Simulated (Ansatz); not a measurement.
**Structural energy differences of germanium**

Computed with DFT, r2SCAN0, plane waves (500 eV) with PAW, scalar-relativistic (Ansatz 0.2.0). (PAW data from PBE, frozen cores regenerated.)

Each structure is relaxed within its own symmetry, so a high-lying one may be dynamically unstable.

The hybrid is evaluated at the semilocal geometry on a coarser k-mesh, and its energy is corrected by the semilocal functional's change from that mesh to the dense one.

```csv
structure,ΔE (meV/atom),V (Å³/atom),cell,magnetic state
diamond,0,22.81,a = 5.672 Å,spin not included
simple cubic,484,19.28,a = 2.682 Å,spin not included
hcp,688,18.75,"a = 3.035 Å, c = 4.701 Å (c/a = 1.549)",spin not included
bcc,689,18.76,a = 3.348 Å,spin not included
fcc,694,18.95,a = 4.232 Å,spin not included
```

ΔE counts from diamond.

Differences under about 20 meV lie within the error of the k-point mesh.
